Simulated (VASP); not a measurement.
# W (Im-3m) in VASP: notebook, part 3 of 3

VASP 6.6.1. Earlier steps stand in the parts before.

### 7 Equation of state, r2SCAN, 15.53 Å³/atom (volume scaled by 0.98)

Input file INCAR:

```
SYSTEM = W
  PREC = Accurate
  ENCUT = 520
  EDIFF = 1E-6
  ISMEAR = -1
  SIGMA = 0.05
  LREAL = .FALSE.
  LASPH = .TRUE.
  NELM = 100
  ALGO = Normal
  ISIF = 2
  LWAVE = .FALSE.
  LCHARG = .FALSE.
  METAGGA = R2SCAN
  LMIXTAU = .TRUE.
```

Input file KPOINTS:

```
regular mesh
0
G
  12 12 12
  0 0 0
```

Input file POSCAR:

```
W
1.0
   -1.5717249149      1.5717249149      1.5717249149
    1.5717249149     -1.5717249149      1.5717249149
    1.5717249149      1.5717249149     -1.5717249149
W
1
Direct
    0.0000000000      0.0000000000      0.0000000000
```

Launch:

```console
$ cat potpaw_PBE.64/W_sv/POTCAR > POTCAR
$ mpirun -np 1 vasp_std > vasp.out
```

It took 33 s on 1 thread of AMD EPYC 9R45 (Zen 5), shared host; peak memory 0.1 GiB.

It converged, with:

| Property | Result |
| --- | --- |
| Free energy | -51.3434 eV |
| Pressure | 9.7 GPa |
| Band gap on the k mesh | none (metal or under the smearing width) |

Caveat: the PAW data sets were made with another functional, which shifts forces and pressure a little.

### 8 Equation of state, r2SCAN, 16.16 Å³/atom (volume scaled by 1.02)

Input file INCAR:

```
SYSTEM = W
ALGO     = Normal         ! electronic algorithm
EDIFF    = 1E-6           ! SCF threshold, eV
ENCUT    = 520            ! plane-wave cutoff, eV
ISIF     = 2              ! what is computed and relaxed
ISMEAR   = -1             ! smearing method
LASPH    = .TRUE.         ! aspherical terms in the spheres
LCHARG   = .FALSE.        ! write CHGCAR
LMIXTAU  = .TRUE.       
LREAL    = .FALSE.        ! projectors in reciprocal space
LWAVE    = .FALSE.        ! write WAVECAR
METAGGA  = R2SCAN         ! meta-GGA
NELM     = 100            ! most SCF steps
PREC     = Accurate       ! precision mode
SIGMA    = 0.05           ! smearing width, eV
```

Input file KPOINTS:

```
k-points
0
G
  12 12 12
  0 0 0
```

Input file POSCAR:

```
W
1.0
   -1.5928244114      1.5928244114      1.5928244114
    1.5928244114     -1.5928244114      1.5928244114
    1.5928244114      1.5928244114     -1.5928244114
W
1
Direct
    0.0000000000      0.0000000000      0.0000000000
```

Launch:

```console
$ cat potpaw_PBE.64/W_sv/POTCAR > POTCAR
$ mpirun -np 1 vasp_std > vasp.out
```

Wall time 49 s (1 thread of AMD EPYC 9R45 (Zen 5), shared host); peak memory 0.12 GiB.

Results (log left out):

```yaml
Free_energy: -51.3552 eV
Pressure: -3.5 GPa
Band_gap_on_the_k_mesh: none (metal or under the smearing width)
```

Caveat: the PAW data sets were made with another functional, which shifts forces and pressure a little.

### 9 Equation of state, r2SCAN, 16.48 Å³/atom (volume scaled by 1.04)

Input file INCAR:

```
SYSTEM = W
PREC = Accurate
ENCUT = 520
EDIFF = 1E-6
ISMEAR = -1
SIGMA = 0.05
LREAL = .FALSE.
LASPH = .TRUE.
NELM = 100
ALGO = Normal
ISIF = 2
LWAVE = .FALSE.
LCHARG = .FALSE.
METAGGA = R2SCAN
LMIXTAU = .TRUE.
```

Input file KPOINTS:

```
regular mesh
0
G
  12 12 12
  0 0 0
```

Input file POSCAR:

```
W
1.0
   -1.6031677168      1.6031677168      1.6031677168
    1.6031677168     -1.6031677168      1.6031677168
    1.6031677168      1.6031677168     -1.6031677168
W
1
Direct
    0.0000000000      0.0000000000      0.0000000000
```

Potentials or basis: VASP PAW PBE potentials, release 64 (W_sv).

Launch:

```console
$ cat potpaw_PBE.64/W_sv/POTCAR > POTCAR
$ mpirun -np 1 vasp_std > vasp.out
```

Run time: 50 s. Hardware: 1 thread of AMD EPYC 9R45 (Zen 5), shared host; peak memory 0.12 GiB.

Results (log left out):

```yaml
Free_energy: -51.3426 eV
Pressure: -9.3 GPa
Band_gap_on_the_k_mesh: none (metal or under the smearing width)
```

Caveat: the PAW data sets were made with another functional, which shifts forces and pressure a little.

### 10 Equation of state, r2SCAN, 16.80 Å³/atom (volume scaled by 1.06)

Input file INCAR:

```
PREC = Accurate
ENCUT = 520
EDIFF = 1E-7
ISMEAR = -1
SIGMA = 0.05
LREAL = False
LASPH = True
NELM = 100
ALGO = Normal
ISIF = 2
LWAVE = False
LCHARG = False
METAGGA = R2SCAN
LMIXTAU = True
```

Input file KPOINTS:

```
regular mesh
0
Gamma
  12 12 12
```

Input file POSCAR:

```
W
1.0
   -1.6133792515      1.6133792515      1.6133792515
    1.6133792515     -1.6133792515      1.6133792515
    1.6133792515      1.6133792515     -1.6133792515
W
1
Direct
    0.0000000000      0.0000000000      0.0000000000
```

Launch:

```console
$ cat potpaw_PBE.64/W_sv/POTCAR > POTCAR
$ mpirun -np 1 vasp_std > vasp.out
```

Run time: 56 s. Hardware: 1 thread of AMD EPYC 9R45 (Zen 5), shared host; peak memory 0.12 GiB.

Results (log left out):

- Free energy: -51.3191 eV
- Pressure: -14.5 GPa
- Band gap on the k mesh: none (metal or under the smearing width)

Caveat: the PAW data sets were made with another functional, which shifts forces and pressure a little.

### 11 Elastic constants, r2SCAN

Input file POSCAR:

```
W
1.0
   -1.5823450000      1.5823450000      1.5823450000
    1.5823450000     -1.5823450000      1.5823450000
    1.5823450000      1.5823450000     -1.5823450000
W
1
Direct
    0.0000000000      0.0000000000      0.0000000000
```

Input file INCAR.step1:

```
SYSTEM = W
PREC     = Accurate       ! precision mode
ENCUT    = 600            ! plane-wave cutoff, eV
EDIFF    = 1E-8           ! SCF threshold, eV
ISMEAR   = 1              ! smearing method
SIGMA    = 0.1            ! smearing width, eV
LREAL    = .FALSE.        ! projectors in reciprocal space
LASPH    = .TRUE.         ! aspherical terms in the spheres
NELM     = 100            ! most SCF steps
ALGO     = Normal         ! electronic algorithm
ISIF     = 3              ! what is computed and relaxed
LWAVE    = .FALSE.        ! write WAVECAR
LCHARG   = .FALSE.        ! write CHGCAR
METAGGA  = R2SCAN         ! meta-GGA
LMIXTAU  = .TRUE.       
IBRION   = 2              ! ionic algorithm
NSW      = 40             ! ionic steps
EDIFFG   = -0.002         ! ionic threshold
```

Input file INCAR.step2:

```
SYSTEM = W
PREC     = Accurate       ! precision mode
ENCUT    = 600            ! plane-wave cutoff, eV
EDIFF    = 1E-8           ! SCF threshold, eV
ISMEAR   = 1              ! smearing method
SIGMA    = 0.1            ! smearing width, eV
LREAL    = .FALSE.        ! projectors in reciprocal space
LASPH    = .TRUE.         ! aspherical terms in the spheres
NELM     = 100            ! most SCF steps
ALGO     = Normal         ! electronic algorithm
ISIF     = 3              ! what is computed and relaxed
LWAVE    = .FALSE.        ! write WAVECAR
LCHARG   = .FALSE.        ! write CHGCAR
METAGGA  = R2SCAN         ! meta-GGA
LMIXTAU  = .TRUE.       
IBRION   = 6              ! ionic algorithm
NFREE    = 2            
POTIM    = 0.015          ! step
NSW      = 1              ! ionic steps
```

Input file KPOINTS:

```
Automatic mesh
0
G
  9 9 9
  0 0 0
```

Launch:

```console
$ cat potpaw_PBE.64/W_sv/POTCAR > POTCAR
$ cp INCAR.step1 INCAR
$ mpirun -np 1 vasp_std > vasp.out
$ cp CONTCAR POSCAR
$ cp INCAR.step2 INCAR
$ mpirun -np 1 vasp_std > vasp.out
```

Wall time 19 min (1 thread of AMD EPYC 9R45 (Zen 5), shared host); peak memory 0.18 GiB.

The run converged. Its results:

- Relaxed volume: 15.99 Å³/atom
- Relaxed cell: a = 2.749 Å, b = 2.749 Å, c = 2.749 Å, α = 109.47°, β = 109.47°, γ = 109.47°
- Space group after relaxing (to 0.05 Å): Im-3m (No. 229)
- Elastic constants C11, C12, C44: 457, 233, 104 GPa
- Voigt bulk modulus: 308 GPa

The path:
| step | energy change (eV) | largest force (eV/Å) | pressure (GPa) | volume (Å³) |
| --- | --- | --- | --- | --- |
| 1 | 0.0000 | 0.0000 | 2.76 | 15.85 |
| 2 | 0.0130 | 0.0000 | -9.05 | 16.48 |
| 3 | -0.0012 | 0.0000 | -0.02 | 15.99 |
| 4 | -0.0012 | 0.0000 | 0.03 | 15.99 |
| 5 | -0.0012 | 0.0000 | 0.03 | 15.99 |
| 6 | -0.0012 | 0.0000 | 0.03 | 15.99 |
| 7 | -0.0012 | 0.0000 | 0.03 | 15.99 |
| 8 | -0.0012 | 0.0000 | 0.03 | 15.99 |
| 9 | -0.0012 | 0.0000 | 0.03 | 15.99 |
| 10 | -0.0012 | 0.0000 | 0.03 | 15.99 |
| 11 | -0.0012 | 0.0000 | 0.03 | 15.99 |
| 12 | -0.0012 | 0.0000 | 0.03 | 15.99 |
| 13 | -0.0012 | 0.0000 | 0.02 | 15.99 |

Final structure:
```
CELL_PARAMETERS angstrom
-1.58701 1.58701 1.58701
1.58701 -1.58701 1.58701
1.58701 1.58701 -1.58701
ATOMIC_POSITIONS crystal
W 0.00000 0.00000 0.00000
```

Elastic tensor in Voigt notation (GPa, in the Cartesian axes of the cell as first typed):
```
457 233 233   0   0   0
233 457 233   0   0   0
233 233 457   0   0   0
  0   0   0 104   0   0
  0   0   0   0 104   0
  0   0   0   0   0 104
```

Clamped-ion elastic tensor (GPa):
```
457 233 233   0   0   0
233 457 233   0   0   0
233 233 457   0   0   0
  0   0   0 104   0   0
  0   0   0   0 104   0
  0   0   0   0   0 104
```

Caveat: the PAW data sets were made with another functional, which shifts forces and pressure a little.
